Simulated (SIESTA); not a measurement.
# BaZrO3 under changes of volume

One of the cells (15.021 Å³/atom); the others are scaled copies at fixed shape and fractional positions:

```
Ba Zr O
1.0
     4.21910    0.00000    0.00000
     0.00000    4.21910    0.00000
     0.00000    0.00000    4.21910
Ba Zr O
1 1 3
Cartesian
  0.0000 0.0000 0.0000
  2.1095 2.1095 2.1095
  2.1095 2.1095 0.0000
  2.1095 0.0000 2.1095
  0.0000 2.1095 2.1095
```

```yaml
Program: SIESTA 5.4.2
Functional: PBEsol
Potentials_or_basis: PseudoDojo 0.4 standard (PBEsol files)
Basis: DZP (energy shift 0.003 Ry; two zetas on semicore shells; d shell added on Ba)
Grid_cutoff: 800 Ry
Energy_shift: 0.003 Ry
k_mesh: 6 × 6 × 6
Occupations: fermi-dirac, width 0.05 eV
Spin: no spin polarisation
```

```tsv
volume (Å³/atom)	energy over the lowest point (meV/atom)	pressure (GPa)	gap on the mesh (eV)
13.843	40.52	13.6	3.05
14.137	19.61	9.2	3.02
14.432	?	?	?
15.021	0.00	-1.6	2.90
15.315	5.53	-4.4	2.87
15.610	15.99	-6.9	2.83
```

Problem. What does the run at 14.432 Å³/atom give?

Solution. Energy over the lowest point 6.40 meV/atom; pressure 5.2 GPa; gap on the mesh 2.98 eV.

Worked out: A Birch-Murnaghan fit of order 3 (a polynomial in V^(-2/3)) to the other rows has its minimum at 14.88 Å³/atom with B0 = V·E''(V) = 161 GPa and B' = 4.5. It gives 6.37 meV/atom at 14.432 Å³/atom, against the run's 6.40, and -dE/dV = 5.2 GPa, against 5.2. A straight line through the other rows of the gap, of slope -1.85 eV per unit of ln V, gives 2.98 eV, against the run's 2.98.

Energies are extrapolated to zero smearing.

Caveats: this set's barium file shifts pressures by up to 1 GPa against other sets; spin-orbit coupling is left out, which moves the levels of the heavy elements; the basis of atomic orbitals isn't converged, which shifts pressures, moduli and gaps.

A mesh can miss the band edges.
